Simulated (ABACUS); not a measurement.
The system is Sc.

```
Sc
1.0
     3.30900    0.00000    0.00000
    -1.65450    2.86568    0.00000
     0.00000    0.00000    5.27330
Sc
2
Direct
  0.66667 0.33333 0.75000
  0.33333 0.66667 0.25000
```

- Program: ABACUS 3.10.1
- Task: single point
- Functional: PBE
- Potentials or basis: PseudoDojo NC SR 0.4.1 PBE standard
- Cutoff: 1361 eV
- Density cutoff: 5442 eV
- Basis: DZP LCAO (the cutoffs set its grid)
- k mesh: 9 × 9 × 5
- Occupations: fermi-dirac, width 0.05 eV
- Spin: no spin polarisation

On this cell: pressure -0.4 GPa; largest force under 0.003 eV/Å; band gap on the k mesh none (metal or under the smearing width).

The same run follows on a disturbed copy (atoms moved at random, drawn with an rms of 0.05 Å):

```
CELL_PARAMETERS angstrom
3.30900 0.00000 0.00000
-1.65450 2.86568 0.00000
0.00000 0.00000 5.27330
ATOMIC_POSITIONS crystal
Sc 0.66919 0.32393 0.74631
Sc 0.33512 0.66578 0.24690
```

Task: What does the disturbed cell give?

Result: The energy (extrapolated to zero smearing) moves by +0.3 meV/atom; pressure -0.4 GPa; largest force 0.039 eV/Å; band gap on the k mesh none (metal or under the smearing width).

Forces on the atoms (eV/Å):
```
Sc  -0.020  0.031  0.012
Sc   0.020 -0.031 -0.012
```

Stress tensor (GPa, compression positive):
```
-0.06  0.08  0.00
 0.08  0.16  0.00
 0.00  0.00 -1.39
```

Caveats: the atomic orbitals were generated for these runs and aren't a published set; the basis of atomic orbitals isn't converged, which shifts pressures, moduli and gaps.
